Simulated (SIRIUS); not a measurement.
## GaN under changes of volume

One of the cells (11.537 Å³/atom); the others are scaled copies at fixed shape and fractional positions:

```xyz
4
Lattice="3.2011 0.0000 0.0000 -1.6005 2.7722 0.0000 0.0000 0.0000 5.2002" Properties=species:S:1:pos:R:3 pbc="T T T"
Ga    1.6005    0.9241    2.6001
Ga    0.0000    1.8481    0.0000
N     1.6005    0.9241    4.5502
N     0.0000    1.8481    1.9501
```

```yaml
Program: SIRIUS 7.12.0
Functional: PBEsol
Potentials_or_basis: all-electron FP-LAPW
Cutoff: 335 eV
Basis: apw+lo standard
k_mesh: 10 × 10 × 5
Occupations: fermi-dirac, width 0.05 eV
Spin: no spin polarisation
```

| volume (Å³/atom) | energy over the lowest point (meV/atom) | gap on the mesh (eV) |
| --- | --- | --- |
| 10.632 | 30.50 | 2.34 |
| 10.858 | 13.37 | 2.20 |
| 11.084 | 3.04 | 2.06 |
| 11.537 | 0.00 | 1.79 |
| 11.763 | ? | ? |
| 11.989 | 16.63 | 1.54 |

Q: What does the run at 11.763 Å³/atom give?

A: Energy over the lowest point 6.14 meV/atom; gap on the mesh 1.66 eV.

Worked out: A Birch-Murnaghan fit of order 3 (a polynomial in V^(-2/3)) to the other rows has its minimum at 11.37 Å³/atom with B0 = V·E''(V) = 189 GPa and B' = 4.5 at fixed shape and positions, which overstates the stiffness. It gives 6.12 meV/atom at 11.763 Å³/atom, against the run's 6.14. A straight line through the other rows of the gap, of slope -6.68 eV per unit of ln V (its deformation potential), gives 1.66 eV, against the run's 1.66.

Energies are extrapolated to zero smearing.

Spin-orbit coupling on Ga is left out.
